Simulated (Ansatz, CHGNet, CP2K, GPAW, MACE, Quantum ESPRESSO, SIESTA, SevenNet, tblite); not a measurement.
# Which run comes nearest? Cu3Au-type ZrHg3, size series (32 atoms)

The cell holds 32 atoms: 8 Zr and 24 Hg. Its edges and angles: a = 8.730 Å, b = 8.730 Å, c = 8.730 Å, α = 90.0°, β = 90.0°, γ = 90.0°. It derives from ZrHg3 (Cu3Au-type), repeated 2×2×2. Cu3Au-type ZrHg3 (cell 4.365, 4.365, 4.365, 90, 90, 90), 2 x 2 x 2 conventional cells; every coordinate displaced by a Gaussian of 0.03 Å. Then every atom was moved at random, 0.03 Å r.m.s. a Cartesian component.

Geometry: as built.

The reference, a calculation:

- method: Kohn-Sham DFT, PBE, SSSP efficiency 1.3.0 pseudopotentials, plane waves (Quantum ESPRESSO 7.5); sssp-pbe-1.3.0-efficiency, cutoffs 45/360 Ry, Γ point
- r.m.s. force component: 0.1698 eV/Å
- longest force: 0.4654 eV/Å
- pressure: 3.248 GPa
- time: 4.1 min on 2 MPI ranks of Arm Neoverse V1, shared host
- CPU time: 8.2 min

Runs, in no order:
A. MACE MPA-0 medium potential: machine-learned interatomic potential MACE MPA-0 medium, trained on PBE(+U) plane-wave data
B. SIESTA PBE, TZP, shift 0.01 Ry, mesh 300 Ry: Kohn-Sham DFT, PBE, PseudoDojo 0.4.1 norm-conserving pseudopotentials (converted to PSML), numerical atomic orbitals (TZP), diagonalisation
C. CP2K PBE, DZVP-UZH, 600/70 Ry, diagonalisation: Kohn-Sham DFT, PBE, GTH-PBE pseudopotentials, Gaussian and plane waves, DZVP-MOLOPT (UZH set), diagonalisation
D. CP2K r2SCAN, SCAN potentials, DZVP-UZH(SCAN), 1030/60 Ry, diagonalisation: Kohn-Sham DFT, r2SCAN, GTH-SCAN pseudopotentials, Gaussian and plane waves, DZVP-MOLOPT (UZH set), diagonalisation

**Question.** Rank the runs by how far their forces lie from the reference's, least first.

C, D, B, A.

```tsv
run	Δ force, r.m.s. (meV/Å)	share of r.m.s. force (%)	CPU time
C. CP2K PBE, DZVP-UZH, 600/70 Ry, diagonalisation	16.1	9.47	13 min
D. CP2K r2SCAN, SCAN potentials, DZVP-UZH(SCAN), 1030/60 Ry, diagonalisation	36.7	21.6	44 min
B. SIESTA PBE, TZP, shift 0.01 Ry, mesh 300 Ry	58.7	34.5	2.9 min
A. MACE MPA-0 medium potential	92.7	54.6	8.5 s
```

Machine-learned potentials mimic data converged in k, so the reference's own k-point error enters their differences. The electronic-structure runs sample only Γ, in a cell whose shortest periodic width is 9 Å, which is coarse for a cell with partly filled levels.

[Logs are printed without paths, hosts, clocks, repeated set-up lines and the standing remarks that a program may print on its own settings, such as how far it seeks lower states.]

[Hosts, paths, dates, database ids (printed as entryN), source tags and the programs' standing remarks are cut or masked in the printed files.]
